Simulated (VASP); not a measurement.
# KCl (Sylvite): relaxation of cell and atoms with PBE

KCl (Sylvite):

```
K Cl
1.0
     0.00000    3.14647    3.14647
     3.14647    0.00000    3.14647
     3.14647    3.14647    0.00000
K Cl
1 1
Direct
  0.00000 0.00000 0.00000
  0.50000 0.50000 0.50000
```

| Item | Value |
| --- | --- |
| Program | VASP 6.6.1 |
| Task | relaxation of cell and atoms |
| Functional | PBE |
| Potentials or basis | VASP PAW PBE potentials, release 64 (K_pv, Cl) |
| Cutoff | 300 eV |
| k mesh | 4 × 4 × 4 |
| Occupations | gaussian, width 0.03 eV |
| Spin | no spin polarisation |
| Further INCAR settings | ALGO = Normal; EDIFF = 1e-06; IBRION = 2; EDIFFG = -0.01; NSW = 90; ISIF = 3 |

```yaml
Relaxed_volume: 32.64 Å³/atom
Relaxed_cell: a = 4.520 Å, b = 4.520 Å, c = 4.520 Å, α = 60.00°, β = 60.00°, γ = 60.00°
Space_group_after_relaxing_to_0.05_Å: Fm-3m (No. 225)
Energy_gained_by_relaxing: 4.1 meV/atom
Ionic_steps: 3
Pressure_after_relaxing: 0.0 GPa
Band_gap_on_the_k_mesh: 5.02 eV, direct
```

Step by step:
```tsv
step	energy change (eV)	largest force (eV/Å)	pressure (GPa)	volume (Å³)
1	0.0000	0.0000	0.96	62.30
2	-0.0070	0.0000	0.36	64.01
3	-0.0083	0.0000	-0.03	65.28
```

Final structure:
```
K Cl
1.0
     0.00000    3.19585    3.19585
     3.19585    0.00000    3.19585
     3.19585    3.19585    0.00000
K Cl
1 1
Direct
  0.00000 0.00000 0.00000
  0.50000 0.50000 0.50000
```

Levels at points of the mesh, in eV from the valence-band top:
```tsv
k point	band 5	band 6	band 7	band 8	band 9	band 10
(0.00, 0.00, 0.00)	0.00	0.00	0.00	5.02	8.36	8.36
(0.50, 0.00, 0.00)	-0.98	-0.29	-0.29	7.46	8.41	10.46
(0.50, 0.50, 0.00)	-0.63	-0.22	-0.22	6.56	8.13	9.81
```

Run time: 12 s on 1 thread of AMD EPYC 7R43 64-Core Processor (Zen 3), with other jobs on the host, peak memory 0.12 GiB.

Caveat: the k mesh is coarse (spacing up to 0.43 Å⁻¹), so the values aren't converged; the cutoff is under 1.25 times the usual one of these potentials, so pressure, stress and relaxed cells hold a basis-set (Pulay) error. Zero-point motion and thermal expansion aren't in these numbers.
